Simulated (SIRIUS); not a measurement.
## MgI2: changing the dispersion correction

```cif
data_structure
_symmetry_space_group_name_H-M 'P1'
_symmetry_Int_Tables_number 1
_cell_length_a 4.1400
_cell_length_b 4.1400
_cell_length_c 6.8800
_cell_angle_alpha 90.000
_cell_angle_beta 90.000
_cell_angle_gamma 120.000
_cell_volume 102.12
loop_
_atom_site_label
_atom_site_type_symbol
_atom_site_symmetry_multiplicity
_atom_site_Wyckoff_symbol
_atom_site_fract_x
_atom_site_fract_y
_atom_site_fract_z
_atom_site_occupancy
I1 I 1 a 0.67456 0.33874 0.75551 1
I2 I 1 a 0.32841 0.65899 0.24284 1
Mg1 Mg 1 a 0.00027 0.99399 0.99518 1
```

Kept alike: task relaxation of the atoms; functional PBE; k mesh 4 × 4 × 2; occupations fermi-dirac, width 0.05 eV; no spin polarisation. Program: SIRIUS, all-electron FP-LAPW, apw+lo standard, cutoff 182 eV. The mesh is that of the run's cell of 3 atoms. No spin-orbit coupling.

| dispersion correction | band gap (eV) |
| --- | --- |
| D3(zero) | 3.546 |
| D3(BJ) | 3.553 |
| D4 | 3.553 |
| none | 3.553 |

Spin-orbit coupling, left out here, moves the band edges of heavy atoms and can close or invert small gaps. A gap read on the mesh alone can miss an edge between its points.

The band gap runs from 3.546 (D3(zero)) to 3.553 eV (D3(BJ); D4; none).
